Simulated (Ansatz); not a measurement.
# BaF2 (fluorite): exact exchange against the cheap answer

One table from this session's results is given with a row withheld; the runs are named, their logs left out.

Method: DFT at several levels, plane waves, PAW, in Ansatz 0.2.0.

1 further run of the same task is left out (it didn't finish). Runs told in other sessions of the task aren't counted.

## The starting structure

The structure is cubic, space group Fm-3m (No. 225). The conventional cell has a = 6.200 Å, b = 6.200 Å, c = 6.200 Å, α = 90.00°, β = 90.00°, γ = 90.00°. Around Ba (site symmetry m-3m) lie 8 F at 2.68 Å. F (site symmetry -43m) is surrounded by 4 Ba at 2.68 Å.

Structure file:

```cif
data_structure
_symmetry_space_group_name_H-M 'P 1'
_symmetry_Int_Tables_number 1
_cell_length_a 4.3841
_cell_length_b 4.3841
_cell_length_c 4.3841
_cell_angle_alpha 60.000
_cell_angle_beta 60.000
_cell_angle_gamma 60.000
_cell_volume 59.58
loop_
_atom_site_label
_atom_site_type_symbol
_atom_site_fract_x
_atom_site_fract_y
_atom_site_fract_z
_atom_site_occupancy
Ba1 Ba 0.00000 0.00000 0.00000 1
F1 F 0.25000 0.25000 0.25000 1
F2 F 0.75000 0.75000 0.75000 1
```

At PBE, an earlier run found 1.27 GPa for this cell of 19.862 Å³/atom (6×6×6 mesh), gap on the mesh 6.85 eV.

The cell stays fixed from here on.

Levels to run, all on a 4×4×4 mesh: PBE; PBE0 form (fraction 1/ε∞); LC-ωPBE; PBE0. Hardware: 4 threads of Arm Neoverse V1, shared host.

The first run:

Input file input.yaml:

```yaml
crystal:
  lattice:
    - [0.0, 3.1000485598, 3.1000485598]
    - [3.1000485598, 0.0, 3.1000485598]
    - [3.1000485598, 3.1000485598, 0.0]
  atoms:
    - { symbol: Ba, position: [0.0, 0.0, 0.0] }
    - { symbol: F, position: [0.25, 0.25, 0.25] }
    - { symbol: F, position: [0.75, 0.75, 0.75] }
basis:
  ecutwfc: 420
  ecutrho_ratio: 4
kpoints:
  mp_grid: { grid: [4, 4, 4] }
hamiltonian:
  xc: pbe
scf:
  occupations: { method: gaussian, width: 0.05 }
output:
  forces: true
  stress: true
  eigenvalues: true
  populations: true
  write_density: true
  write_potential: true
  elf: true
  volumetric_format: npy
```

Launch:

```console
$ ansatz run input.yaml --threads 4 --pin off --max-ram 8192MiB --backend cpu --events-out ev --progress --plain --runs-dir out
```

Among the steps run: PBE; PBE0 form (fraction 1/ε∞); LC-ωPBE; PBE0.

One table of the session follows, with a row left open; its other results are not shown here.

It belongs to the step «The sweep». 

```
                    level  gap on the mesh (eV)
                      PBE                  6.83
PBE0 form (fraction 1/ε∞)                     ?
                  LC-ωPBE                 14.27
                     PBE0                  9.52
```

Q: Estimate the row for PBE0 form (fraction 1/ε∞) from the others.

The run gave: gap on the mesh (eV): 11.44. In the column «gap on the mesh (eV)» it lies between PBE0 (9.52) and LC-ωPBE (14.27).

Against 6.83 eV at PBE, the runs with exact exchange give 9.52 (PBE0) to 14.27 eV (LC-ωPBE). Gaps are over this coarse mesh alone, and total energies of different levels can't be compared. The program warned that the SCF threshold is loose for the stress of this hybrid run.

Caveats from the session: Warnings in the runs' records: stress exchange threshold loose, stress scf threshold loose.
